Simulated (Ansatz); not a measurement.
Runs of Ansatz 0.2.0 on SnO2. Symmetry: Imma, No. 74, orthorhombic system. The conventional cell has a = 6.498 Å, b = 6.829 Å, c = 6.828 Å, α = 90.00°, β = 90.00°, γ = 90.00°. Sn (site symmetry 2/m) has 6 O at 2.09 Å as nearest neighbours. Sn (site symmetry mm2) has 6 O at 2.09 to 2.10 Å as nearest neighbours. O (site symmetry m) has 3 Sn at 2.09 to 2.10 Å as nearest neighbours. Around O (site symmetry m) lie 3 Sn at 2.09 Å. The cell is a database's computed one.

```csv
level,gap on the mesh (eV),pressure (GPa),largest force (eV/Å)
LDA,0.48,-11.5,(a)
PBEsol,0.53,-6.6,(c)
revPBE,0.69,2.0,0.06
PBE,0.63,-0.8,0.06
BLYP,0.65,4.3,0.06
RPBE,(b),3.1,0.06
```

Alike in all rows: task band structure; potentials or basis Ansatz PAW; no spin polarisation; cell as given; k mesh 5 × 5 × 5; cutoff (eV) 420; smearing fermi-dirac 0.05 eV.

Estimate the missing entries.

(a) 0.15; (b) 0.72; (c) 0.10.

Caveats: spin-orbit coupling is left out, which moves the levels of the heavy elements; the PAW data sets come from PBE, with cores solved anew for the run's functional, which leaves a small shift of forces and pressure (some runs).

A k mesh can miss the band edges, and the runs leave out spin-orbit coupling on Sn.
